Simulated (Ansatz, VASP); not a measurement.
# AlRu in VASP and in Ansatz

The input INCAR:

```
SYSTEM = AlRu
ALGO = Normal ; EDIFF = 1E-6
ENCUT = 520 ; GGA = PE
ISIF = 2 ; ISMEAR = 0
ISPIN = 2 ; LASPH = .TRUE.
LCHARG = .FALSE. ; LMAXMIX = 4
LORBIT = 11 ; LREAL = .FALSE.
LWAVE = .FALSE. ; MAGMOM = 0 1
NBANDS = 20 ; NELM = 150
PREC = Accurate ; SIGMA = 0.1
```

Contents of KPOINTS:

```
k-points
0
G
  6 6 6
  0 0 0
```

File POSCAR:

```
AlRu
1.0
    3.5018992749      0.0000000000      0.0000000000
    0.0000000000      3.5018992749      0.0000000000
    0.0000000000      0.0000000000      2.6691164422
Al Ru
1 1
Direct
    0.0000000000      0.0000000000      0.0000000000
    0.5000000000      0.5000000000      0.0000000000
```

Input for Ansatz:

```yaml
crystal:
  lattice:
    - [3.5018992749, 0.0, 0.0]
    - [0.0, 3.5018992749, 0.0]
    - [0.0, 0.0, 2.6691164422]
  atoms:
    - { symbol: Al, position: [0.0, 0.0, 0.0] }
    - { symbol: Ru, position: [0.5, 0.5, 0.0], spin: 1.0 }
basis:
  ecutwfc: 420
kpoints:
  mp_grid: { grid: [6, 6, 6] }
hamiltonian:
  xc: pbe
scf:
  occupations: { method: gaussian, width: 0.1 }
  lower_state_search: "off"
output:
  forces: true
  stress: true
  eigenvalues: true
  populations: true
magnetization:
  spin_polarized: true
```

Alike in both runs: task single point; functional PBE; k mesh 6 × 6 × 6; occupations gaussian, width 0.1 eV; collinear spin.

```csv
,VASP,Ansatz
version,VASP 6.6.1,Ansatz 0.2.0
potentials or method,"VASP PAW PBE potentials, release 64 (Al, Ru_pv)","scalar-relativistic, plane waves, PAW"
plane-wave cutoff (eV),520,420
valence electrons in the cell,17,19
```

VASP gave:

* gap on the k mesh at the Fermi level (eV): none
* pressure (GPa): -0.2
* largest component of the traceless stress (GPa): 0.12
* net moment per atom (μB): 0.00

Question: What did Ansatz give for the same quantities?

Answer: gap on the k mesh at the Fermi level (eV): none; pressure (GPa): -0.2; largest component of the traceless stress (GPa): 0.07; net moment per atom (μB): 0.00.

A gap of «none» marks a metal or a gap that the smearing closes. The two sets of potentials don't hold the same shells in valence. Ansatz warned: «seeded_moment_not_kept».

Caveats: the k mesh is coarse (spacing up to 0.39 Å⁻¹), so the values aren't converged.
